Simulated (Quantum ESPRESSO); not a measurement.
# GaAs (F-43m) in Quantum ESPRESSO: reference runs, part 2 of 2

Quantum ESPRESSO 7.5. The steps go on from the part before.

## 3. Single point, PBE (atoms moved at random, drawn with an rms of 0.05 Å)

pw.in reads:

```
&CONTROL
  calculation = 'scf'
  prefix = 'pwscf'
  outdir = './tmp'
  pseudo_dir = './pseudo'
  tprnfor = .true.
  tstress = .true.
  disk_io = 'nowf'
/
&SYSTEM
  ibrav = 0
  nat = 2
  ntyp = 2
  ecutwfc = 70
  ecutrho = 560
  nbnd = 15
  occupations = 'smearing'
  smearing = 'fd'
  degauss = 0.00367493
/
&ELECTRONS
  conv_thr = 4d-10
  electron_maxstep = 120
  mixing_beta = 0.5
/
ATOMIC_SPECIES
As    74.9216 As.pbe-n-rrkjus_psl.0.2.UPF
Ga    69.7230 Ga.pbe-dn-kjpaw_psl.1.0.0.UPF
CELL_PARAMETERS angstrom
   0.0000000000    2.8268500000    2.8268500000
   2.8268500000    0.0000000000    2.8268500000
   2.8268500000    2.8268500000    0.0000000000
ATOMIC_POSITIONS crystal
As     0.7579050000    0.7397830000    0.7594210000
Ga     0.0096460000    0.0093300000   -0.0205510000
K_POINTS automatic
8 8 8 0 0 0
```

Potentials or basis: SSSP 1.3 efficiency PBE.

The run is started by

```bash
OMP_NUM_THREADS=1 pw.x -in pw.in > pw.out
```

pw.out:

```text
This program is part of the open-source Quantum ESPRESSO suite
     for quantum simulation of materials; please cite
         "P. Giannozzi et al., J. Phys.:Condens. Matter 21 395502 (2009);
         "P. Giannozzi et al., J. Phys.:Condens. Matter 29 465901 (2017);
         "P. Giannozzi et al., J. Chem. Phys. 152 154105 (2020);
     in publications or presentations arising from this work. More details at

     file Ga.pbe-dn-kjpaw_psl.1.0.0.UPF: wavefunction(s)  4S renormalized

     G-vector sticks info
     --------------------
     sticks:   dense  smooth     PW     G-vecs:    dense   smooth      PW
     Sum        2221    1099    313                68465    24045    3839

     Using Slab Decomposition

     bravais-lattice index     =            0
     lattice parameter (alat)  =       7.5547  a.u.
     unit-cell volume          =     304.8842 (a.u.)^3
     number of atoms/cell      =            2
     number of atomic types    =            2
     number of electrons       =        18.00
     number of Kohn-Sham states=           15
     kinetic-energy cutoff     =      70.0000  Ry
     charge density cutoff     =     560.0000  Ry
     scf convergence threshold =      4.0E-10
     mixing beta               =       0.5000
     number of iterations used =            8  plain     mixing
     Exchange-correlation= SLA  PW   PBX  PBC
                           (   1   4   3   4   0   0   0)

     celldm(1)=   7.554690  celldm(2)=   0.000000  celldm(3)=   0.000000
     celldm(4)=   0.000000  celldm(5)=   0.000000  celldm(6)=   0.000000

     crystal axes: (cart. coord. in units of alat)
[... 44 lines left out ...]
         2        Ga     tau(   2) = (  -0.0079344  -0.0077110   0.0134181  )

     number of k points=   260  Fermi-Dirac smearing, width (Ry)=  0.0037

     Number of k-points >= 100: set verbosity='high' to print them.

     Dense  grid:    68465 G-vectors     FFT dimensions: (  60,  60,  60)

     Smooth grid:    24045 G-vectors     FFT dimensions: (  45,  45,  45)

     Initial potential from superposition of free atoms

     starting charge      17.9968, renormalised to      18.0000
     Starting wfcs are   13 randomized atomic wfcs +    2 random wfcs

     Self-consistent Calculation

     iteration #  1     ecut=    70.00 Ry     beta= 0.50
     Davidson diagonalization with overlap
     ethr =  1.00E-02,  avg # of iterations =  5.6

     Threshold (ethr) on eigenvalues was too large:
     Diagonalizing with lowered threshold

     Davidson diagonalization with overlap
     ethr =  2.51E-04,  avg # of iterations =  7.1

     total energy              =    -296.16175094 Ry
     estimated scf accuracy    <       0.05125403 Ry
[... 87 lines left out ...]
     iteration # 13     ecut=    70.00 Ry     beta= 0.50
     Davidson diagonalization with overlap
     ethr =  5.05E-12,  avg # of iterations =  2.3

     End of self-consistent calculation

     Number of k-points >= 100: set verbosity='high' to print the bands.

     the Fermi energy is     7.1421 ev

!    total energy              =    -296.17208628 Ry
     estimated scf accuracy    <          2.1E-10 Ry
     smearing contrib. (-TS)   =      -0.00001018 Ry
     internal energy E=F+TS    =    -296.17207611 Ry

     The total energy is F=E-TS. E is the sum of the following terms:
     one-electron contribution =    -119.70174067 Ry
     hartree contribution      =      75.20434678 Ry
     xc contribution           =     -47.43637175 Ry
     ewald contribution        =     -92.97836572 Ry
     one-center paw contrib.   =    -111.25994474 Ry

     convergence has been achieved in  13 iterations

     Forces acting on atoms (cartesian axes, Ry/au):

     atom    1 type  1   force =    -0.00604179   -0.02804127    0.02020250
     atom    2 type  2   force =     0.00604179    0.02804127   -0.02020250

     Total force =     0.049618     Total SCF correction =     0.000001

     Computing stress (Cartesian axis) and pressure

          total   stress  (Ry/bohr**3)                   (kbar)     P=       36.31
   0.00025422  -0.00010506   0.00014571           37.40      -15.45       21.43
  -0.00010506   0.00023955   0.00003272          -15.45       35.24        4.81
   0.00014571   0.00003272   0.00024678           21.43        4.81       36.30

=------------------------------------------------------------------------------=
   JOB DONE.
=------------------------------------------------------------------------------=
```

Wall time 7 min (1 thread of Arm Neoverse V1, shared host); peak memory 0.45 GiB.

Results:

- Free energy: -4029.6265 eV
- Pressure: 3.6 GPa
- Largest force: 0.902 eV/Å
- Band gap on the k mesh: 0.21 eV, direct

Forces on the atoms (eV/Å):
```
As  -0.155 -0.721  0.519
Ga   0.155  0.721 -0.519
```

A k mesh can miss the band edges.

## 4. How close it comes

Step 2. Measured gap of GaAs: 1.418 eV (direct; 300 K; “Evidence of valence band perturbations in GaAsN/GaAs(001): A combined variable-angle spectroscopic ellipsometry and modulated photoreflectance investigation”, 2008, arxiv:0805.2212). This calculation gives 0.53 eV (-0.88 eV). 3 values of this kind are on record (1.412 to 1.51 eV); this one was drawn at random among those near their median, those with a stated uncertainty first. Spin-orbit coupling on As, Ga is left out. The value is that of PBE on a finite k mesh, which can miss the band edges, without temperature or zero-point motion. Semilocal functionals fall short of measured gaps as a rule.
